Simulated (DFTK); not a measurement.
Moving the functional in Au

It takes space group Pm-3m (No. 221, cubic). The conventional cell has a = 2.748 Å, b = 2.748 Å, c = 2.748 Å, α = 90.00°, β = 90.00°, γ = 90.00°. Au (site symmetry m-3m) has 6 Au at 2.75 Å as nearest neighbours.

This isn't the form of Au at room conditions, which is fcc.

Kept alike: task band structure; k mesh 10 × 10 × 10; occupations fermi-dirac, width 0.05 eV; no spin polarisation. Program: DFTK, SG15 1.2 (PBE), cutoff 1225 eV. The mesh is that of the run's cell of 1 atom. No spin-orbit coupling.

| functional | pressure (GPa) |
| --- | --- |
| LDA | -10.00 |
| PBEsol | -6.39 |
| SCAN | -5.28 |
| r2SCAN | -3.86 |

Pressure is positive in compression; the values hold the error of the finite cutoff, so their zero can differ a little from the energy's minimum. For a metal such a mesh leaves the last digits unconverged. Runs of this series that gave no sound value for these columns are left out. All rows use potentials made for PBE.

Question: What does the functional change here?

Answer: The pressure runs from -10.00 (LDA) to -3.86 GPa (r2SCAN). A positive pressure means that the functional's own cell is larger than the one given, a negative one that it is smaller.
